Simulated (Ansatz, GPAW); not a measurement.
This is a calculation of CdTe for Ansatz 0.2.0. 

File input.yaml:

```yaml
crystal:
  lattice:
    - [0.0, 3.205, 3.205]
    - [3.205, 0.0, 3.205]
    - [3.205, 3.205, 0.0]
  atoms:
    - { symbol: Te, position: [0.75, 0.75, 0.75] }
    - { symbol: Cd, position: [0.0, 0.0, 0.0] }
kpoints:
  mp_grid: { grid: [7, 7, 7] }
scf:
  occupations: { method: gaussian, width: 0.012 }
hamiltonian:
  xc: pbe
  pseudopotentials: { kind: all_electron, lapw: { basis_error: 0.001 } }
output:
  forces: true
  stress: true
  eigenvalues: true
```

Potentials or basis: all-electron LAPW, scalar-relativistic.

Launch:

```console
$ ansatz run input.yaml --threads 1 --pin off --max-ram 3072MiB --backend cpu --events-out ev --progress --plain --runs-dir out
```

Set up the same calculation for GPAW 26.7.0 (ASE script). Potentials or basis there: GPAW PAW data sets (gpaw-data 1.2.1), cutoff 600 eV.

As run (cutoffs and basis follow the program's own potentials, and thresholds, step limits or extra output files can differ):

Contents of run.py:

```python
from ase.dft.bandgap import bandgap
from ase.io import read, write
from ase.units import GPa
from gpaw import GPAW, PW

atoms = read('POSCAR')

calc = GPAW(mode=PW(600),
            xc='PBE',
            kpts={'size': (7, 7, 7), 'gamma': True},
            occupations={'name': 'methfessel-paxton', 'order': 0, 'width': 0.012},
            nbands=18,
            convergence={'density': 1e-05, 'energy': 1e-05},
            maxiter=150,
            txt='gpaw.txt')
atoms.calc = calc
energy = atoms.get_potential_energy()
forces = atoms.get_forces()
stress = atoms.get_stress()
calc.write('gs.gpw')
write('result.traj', atoms)
print(f'Energy: {energy:.6f} eV')
print('Forces (eV/A):')
print(forces.round(4))
print('Stress (GPa):', (stress / GPa).round(3))
print('Fermi level:', round(calc.get_fermi_level(), 4), 'eV')
print(f'Gap: {bandgap(calc)[0]:.4f} eV, direct: {bandgap(calc, direct=True)[0]:.4f} eV')
```

The input POSCAR:

```
CdTe
1.0
    0.0000000000      3.2050000000      3.2050000000
    3.2050000000      0.0000000000      3.2050000000
    3.2050000000      3.2050000000      0.0000000000
Te Cd
1 1
Direct
    0.7500000000      0.7500000000      0.7500000000
    0.0000000000      0.0000000000      0.0000000000
```

Potentials or basis: GPAW PAW data sets (gpaw-data 1.2.1), pw.

Command:

```sh
$ OMP_NUM_THREADS=1 python run.py
```

Both were run:

|  | Ansatz | GPAW |
| --- | --- | --- |
| Pressure | 4.3 GPa | 3.8 GPa |

Where Ansatz's input types no cutoff or centring, it takes its own default and a Γ-centred mesh.

Pressure is positive in compression.
